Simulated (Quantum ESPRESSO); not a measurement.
# GaSb (I-4m2) in Quantum ESPRESSO: reference runs

How does GaSb come out in PBE? The cell is run as given.

Program: Quantum ESPRESSO 7.5. These are calculated values, not measurements. Logs are shortened: lines on timing, memory, paths and dates and some standing lists are left out, and cuts for length are marked.

### 1 Starting point

Symmetry: I-4m2, No. 119, tetragonal system. The conventional cell has a = 5.507 Å, b = 5.507 Å, c = 3.181 Å, α = 90.00°, β = 90.00°, γ = 90.00°. Sb (site symmetry -4m2) has 4 Ga at 2.87 Å and 2 Sb at 3.18 Å as nearest neighbours. Ga (site symmetry -4m2) has 4 Sb at 2.87 Å and 2 Ga at 3.18 Å as nearest neighbours.

Measurements of this composition are mostly on another form, of space group No. 216.

### 2 Single point, PBE

The input, pw.in:

```
&CONTROL
  calculation = 'scf'
  prefix = 'pwscf'
  outdir = './tmp'
  pseudo_dir = './pseudo'
  tprnfor = .true.
  tstress = .true.
  disk_io = 'low'
/
&SYSTEM
  ibrav = 0
  celldm(1) = 8
  nat = 2
  ntyp = 2
  ecutwfc = 70
  ecutrho = 560
  nbnd = 21
  occupations = 'smearing'
  smearing = 'fd'
  degauss = 0.00367493
/
&ELECTRONS
  conv_thr = 4d-10
  electron_maxstep = 120
  mixing_beta = 0.5
/
ATOMIC_SPECIES
Sb   121.7600 sb_pbe_v1.4.uspp.F.UPF
Ga    69.7230 Ga.pbe-dn-kjpaw_psl.1.0.0.UPF
CELL_PARAMETERS alat
 -0.6504045202791   0.6504045202791   0.3757500718156
  0.6504045202791  -0.6504045202791   0.3757500718156
  0.6504045202791   0.6504045202791  -0.3757500718156
ATOMIC_POSITIONS crystal
Sb     0.0000000000    0.0000000000    0.0000000000
Ga     0.7500000000    0.2500000000    0.5000000000
K_POINTS automatic
10 10 10 0 0 0
```

The input, pp_density.in:

```
&INPUTPP
  prefix = 'pwscf'
  outdir = './tmp'
  filplot = 'density.dat'
  plot_num = 0
/
&PLOT
  nfile = 1
  filepp(1) = 'density.dat'
  iflag = 3
  output_format = 6
  fileout = 'density.cube'
/
```

The input, pp_potential.in:

```
&INPUTPP
  prefix = 'pwscf'
  outdir = './tmp'
  filplot = 'potential.dat'
  plot_num = 11
/
&PLOT
  nfile = 1
  filepp(1) = 'potential.dat'
  iflag = 3
  output_format = 6
  fileout = 'potential.cube'
/
```

Potentials or basis: SSSP 1.3 efficiency PBE.

Command:

```
$ OMP_NUM_THREADS=1 mpirun -n 2 pw.x -nk 2 -in pw.in > pw.out
$ OMP_NUM_THREADS=1 mpirun -n 1 pp.x -in pp_density.in > pp_density.out
$ OMP_NUM_THREADS=1 mpirun -n 1 pp.x -in pp_potential.in > pp_potential.out
```

pw.out:

```text
This program is part of the open-source Quantum ESPRESSO suite
     for quantum simulation of materials; please cite
         "P. Giannozzi et al., J. Phys.:Condens. Matter 21 395502 (2009);
         "P. Giannozzi et al., J. Phys.:Condens. Matter 29 465901 (2017);
         "P. Giannozzi et al., J. Chem. Phys. 152 154105 (2020);
     in publications or presentations arising from this work. More details at

     file Ga.pbe-dn-kjpaw_psl.1.0.0.UPF: wavefunction(s)  4S renormalized
     Message from routine setup:
     using ibrav=0 with symmetry is DISCOURAGED, use correct ibrav instead

     K-points division:     npool     =       2
     Subspace diagonalization in iterative solution of the eigenvalue problem:
     a serial algorithm will be used

     G-vector sticks info
     --------------------
     sticks:   dense  smooth     PW     G-vecs:    dense   smooth      PW
     Sum        1957     979    335                72711    25721    5005

     Using Slab Decomposition

     bravais-lattice index     =            0
     lattice parameter (alat)  =       8.0000  a.u.
     unit-cell volume          =     325.5338 (a.u.)^3
     number of atoms/cell      =            2
     number of atomic types    =            2
     number of electrons       =        28.00
     number of Kohn-Sham states=           21
     kinetic-energy cutoff     =      70.0000  Ry
     charge density cutoff     =     560.0000  Ry
     scf convergence threshold =      4.0E-10
     mixing beta               =       0.5000
     number of iterations used =            8  plain     mixing
     Exchange-correlation= SLA  PW   PBX  PBC
                           (   1   4   3   4   0   0   0)

     celldm(1)=   8.000000  celldm(2)=   0.000000  celldm(3)=   0.000000
     celldm(4)=   0.000000  celldm(5)=   0.000000  celldm(6)=   0.000000

     crystal axes: (cart. coord. in units of alat)
               a(1) = (  -0.650405   0.650405   0.375750 )
               a(2) = (   0.650405  -0.650405   0.375750 )
               a(3) = (   0.650405   0.650405  -0.375750 )

     reciprocal axes: (cart. coord. in units 2 pi/alat)
               b(1) = ( -0.000000  0.768752  1.330672 )
               b(2) = (  0.768752 -0.000000  1.330672 )
               b(3) = (  0.768752  0.768752  0.000000 )

     PseudoPot. # 1 for Sb read from file:
     sb_pbe_v1.4.uspp.F.UPF
     Pseudo is Ultrasoft + core correction, Zval = 15.0
     Generated by new atomic code, or converted to UPF format
     Using radial grid of  891 points,  6 beta functions with:
                l(1) =   0
                l(2) =   0
                l(3) =   1
                l(4) =   1
                l(5) =   2
                l(6) =   2
     Q(r) pseudized with  8 coefficients,  rinner =    1.350   1.350   1.350
                                                       1.350   1.350

     PseudoPot. # 2 for Ga read from file:
     Ga.pbe-dn-kjpaw_psl.1.0.0.UPF
     Pseudo is Projector augmented-wave + core cor, Zval = 13.0
     Generated using "atomic" code by A. Dal Corso  v.5.1
     Shape of augmentation charge: PSQ
     Using radial grid of 1205 points,  6 beta functions with:
                l(1) =   0
                l(2) =   0
                l(3) =   1
                l(4) =   1
                l(5) =   2
                l(6) =   2
     Q(r) pseudized with 0 coefficients

     atomic species   valence    mass     pseudopotential
     Sb               15.00   121.76000     Sb( 1.00)
     Ga               13.00    69.72300     Ga( 1.00)

      8 Sym. Ops. (no inversion) found

   Cartesian axes

     site n.     atom                  positions (alat units)
         1        Sb     tau(   1) = (   0.0000000   0.0000000   0.0000000  )
         2        Ga     tau(   2) = (   0.0000000   0.6504045   0.1878750  )

     number of k points=   102  Fermi-Dirac smearing, width (Ry)=  0.0037

     Number of k-points >= 100: set verbosity='high' to print them.

     Dense  grid:    72711 G-vectors     FFT dimensions: (  60,  60,  60)

     Smooth grid:    25721 G-vectors     FFT dimensions: (  45,  45,  45)

     Initial potential from superposition of free atoms

     starting charge      26.9970, renormalised to      28.0000
     Starting wfcs are   18 randomized atomic wfcs +    3 random wfcs
     Checking if some PAW data can be deallocated...

     Self-consistent Calculation

     iteration #  1     ecut=    70.00 Ry     beta= 0.50
     Davidson diagonalization with overlap
     ethr =  1.00E-02,  avg # of iterations =  5.4

     total energy              =    -462.72211016 Ry
     estimated scf accuracy    <       0.70303440 Ry

     iteration #  2     ecut=    70.00 Ry     beta= 0.50
     Davidson diagonalization with overlap
     ethr =  2.51E-03,  avg # of iterations =  2.0

     total energy              =    -462.85140548 Ry
     estimated scf accuracy    <       0.01805996 Ry

     iteration #  3     ecut=    70.00 Ry     beta= 0.50
     Davidson diagonalization with overlap
     ethr =  6.45E-05,  avg # of iterations =  8.8

     total energy              =    -462.87352690 Ry
     estimated scf accuracy    <       0.00700979 Ry

     iteration #  4     ecut=    70.00 Ry     beta= 0.50
     Davidson diagonalization with overlap
     ethr =  2.50E-05,  avg # of iterations =  2.6

     total energy              =    -462.87472617 Ry
     estimated scf accuracy    <       0.00285032 Ry

     iteration #  5     ecut=    70.00 Ry     beta= 0.50
     Davidson diagonalization with overlap
     ethr =  1.02E-05,  avg # of iterations =  5.9

     total energy              =    -462.87515616 Ry
     estimated scf accuracy    <       0.00009900 Ry

     iteration #  6     ecut=    70.00 Ry     beta= 0.50
     Davidson diagonalization with overlap
     c_bands:  1 eigenvalues not converged
     ethr =  3.54E-07,  avg # of iterations =  5.8

     total energy              =    -462.87524186 Ry
     estimated scf accuracy    <       0.00002455 Ry

     iteration #  7     ecut=    70.00 Ry     beta= 0.50
     Davidson diagonalization with overlap
     ethr =  8.77E-08,  avg # of iterations =  3.7

     total energy              =    -462.87524062 Ry
     estimated scf accuracy    <       0.00001469 Ry

     iteration #  8     ecut=    70.00 Ry     beta= 0.50
     Davidson diagonalization with overlap
     ethr =  5.25E-08,  avg # of iterations =  1.9

     total energy              =    -462.87524197 Ry
     estimated scf accuracy    <       0.00000099 Ry

     iteration #  9     ecut=    70.00 Ry     beta= 0.50
     Davidson diagonalization with overlap
     ethr =  3.54E-09,  avg # of iterations =  5.4

     total energy              =    -462.87524271 Ry
     estimated scf accuracy    <       0.00000009 Ry

     iteration # 10     ecut=    70.00 Ry     beta= 0.50
     Davidson diagonalization with overlap
     ethr =  3.31E-10,  avg # of iterations =  2.7

     total energy              =    -462.87524264 Ry
     estimated scf accuracy    <       0.00000008 Ry

     iteration # 11     ecut=    70.00 Ry     beta= 0.50
     Davidson diagonalization with overlap
     ethr =  2.71E-10,  avg # of iterations =  5.0

     total energy              =    -462.87524269 Ry
     estimated scf accuracy    <       0.00000011 Ry

     iteration # 12     ecut=    70.00 Ry     beta= 0.50
     Davidson diagonalization with overlap
     ethr =  2.71E-10,  avg # of iterations =  1.0

     total energy              =    -462.87524269 Ry
     estimated scf accuracy    <       0.00000006 Ry

     iteration # 13     ecut=    70.00 Ry     beta= 0.50
     Davidson diagonalization with overlap
     ethr =  2.21E-10,  avg # of iterations =  1.3

     total energy              =    -462.87524268 Ry
     estimated scf accuracy    <       0.00000003 Ry

     iteration # 14     ecut=    70.00 Ry     beta= 0.50
     Davidson diagonalization with overlap
     ethr =  8.95E-11,  avg # of iterations =  2.5

     total energy              =    -462.87524268 Ry
     estimated scf accuracy    <          5.5E-09 Ry

     iteration # 15     ecut=    70.00 Ry     beta= 0.50
     Davidson diagonalization with overlap
     ethr =  1.95E-11,  avg # of iterations =  5.1

     total energy              =    -462.87524269 Ry
     estimated scf accuracy    <          4.4E-09 Ry

     iteration # 16     ecut=    70.00 Ry     beta= 0.50
     Davidson diagonalization with overlap
     ethr =  1.57E-11,  avg # of iterations =  1.0

     total energy              =    -462.87524269 Ry
     estimated scf accuracy    <          2.1E-09 Ry

     iteration # 17     ecut=    70.00 Ry     beta= 0.50
     Davidson diagonalization with overlap
     ethr =  7.54E-12,  avg # of iterations =  1.0

     total energy              =    -462.87524269 Ry
     estimated scf accuracy    <          3.5E-09 Ry

     iteration # 18     ecut=    70.00 Ry     beta= 0.50
     Davidson diagonalization with overlap
     ethr =  7.54E-12,  avg # of iterations =  2.0

     total energy              =    -462.87524269 Ry
     estimated scf accuracy    <          4.8E-10 Ry

     iteration # 19     ecut=    70.00 Ry     beta= 0.50
     Davidson diagonalization with overlap
     ethr =  1.72E-12,  avg # of iterations =  5.3

     total energy              =    -462.87524269 Ry
     estimated scf accuracy    <          1.6E-09 Ry

     iteration # 20     ecut=    70.00 Ry     beta= 0.50
     Davidson diagonalization with overlap
     ethr =  1.72E-12,  avg # of iterations =  2.1

     End of self-consistent calculation

     Number of k-points >= 100: set verbosity='high' to print the bands.

     the Fermi energy is    10.0394 ev

!    total energy              =    -462.87524269 Ry
     estimated scf accuracy    <          3.2E-10 Ry
     smearing contrib. (-TS)   =      -0.00035227 Ry
     internal energy E=F+TS    =    -462.87489041 Ry

     The total energy is F=E-TS. E is the sum of the following terms:
     one-electron contribution =    -173.24423869 Ry
     hartree contribution      =     109.29310709 Ry
     xc contribution           =     -82.16691997 Ry
     ewald contribution        =    -205.65711071 Ry
     one-center paw contrib.   =    -111.09972813 Ry

     convergence has been achieved in  20 iterations

     Forces acting on atoms (cartesian axes, Ry/au):

     atom    1 type  1   force =     0.00000000    0.00000000    0.00000000
     atom    2 type  2   force =     0.00000000    0.00000000    0.00000000

     Total force =     0.000000     Total SCF correction =     0.000000

     Computing stress (Cartesian axis) and pressure

          total   stress  (Ry/bohr**3)                   (kbar)     P=        1.01
   0.00002710   0.00000000   0.00000000            3.99        0.00        0.00
  -0.00000000   0.00002710  -0.00000000           -0.00        3.99       -0.00
  -0.00000000   0.00000000  -0.00003353           -0.00        0.00       -4.93

=------------------------------------------------------------------------------=
   JOB DONE.
=------------------------------------------------------------------------------=
```

Run time: 2.5 min. Hardware: 2 MPI ranks of Arm Neoverse V2, shared host; peak memory 0.48 GiB.

Results:

| Property | Result |
| --- | --- |
| Free energy | -6297.7385 eV |
| Pressure | 0.1 GPa |
| Band gap on the k mesh | none (metal or under the smearing width) |

Spin-orbit coupling is left out, which matters for the levels of Sb.
